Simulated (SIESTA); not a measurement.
The system is SiC (Moissanite).

```
Si C
1.0
     3.07600    0.00000    0.00000
    -1.53800    2.66389    0.00000
     0.00000    0.00000    5.04800
Si C
2 2
Cartesian
  1.5380 0.8880 2.5240
  0.0000 1.7759 0.0000
  1.5380 0.8880 4.4675
  0.0000 1.7759 1.9435
```

* Program: SIESTA 5.4.2
* Task: relaxation of cell and atoms
* Functional: vdW-DF-cx
* Potentials or basis: PseudoDojo 0.4 standard (PBE files)
* Basis: DZP (energy shift 0.002 Ry)
* Grid cutoff: 500 Ry
* Energy shift: 0.002 Ry
* k mesh: 10 × 10 × 5
* Occupations: fermi-dirac, width 0.05 eV
* Spin: no spin polarisation

At the start: pressure 5.9 GPa; volume 10.34 Å³/atom.

Where does the relaxation end?

Over 10 steps the energy falls by 15.2 meV/atom and the volume is 10.60 Å³/atom (+2.5 %); space group P6_3mc (No. 186, to 0.05 Å).

Step by step:
```csv
step,energy change (eV),largest force (eV/Å),pressure (GPa),volume (Å³)
1,0.0000,0.8562,5.91,41.36
2,-0.0050,1.0414,3.54,41.78
3,-0.0490,0.0285,4.50,41.57
4,-0.0602,0.0743,0.74,42.26
5,-0.0446,0.1306,-4.77,43.38
6,-0.0605,0.0822,0.04,42.39
7,-0.0058,1.0762,-0.83,42.60
8,-0.0608,0.0078,-0.04,42.41
9,-0.0608,0.0017,0.12,42.38
10,-0.0608,0.0023,0.05,42.39
```

Final structure:
```
Si C
1.0
     3.10041    0.00000    0.00000
    -1.55020    2.68503    0.00000
     0.00000    0.00000    5.09183
Si C
2 2
Direct
  0.66667 0.33333 0.50480
  0.33333 0.66667 0.00480
  0.66667 0.33333 0.88021
  0.33333 0.66667 0.38021
```

Caveat: the potentials were made for another functional, which shifts forces and pressure; the basis of atomic orbitals isn't converged, which shifts pressures, moduli and gaps.
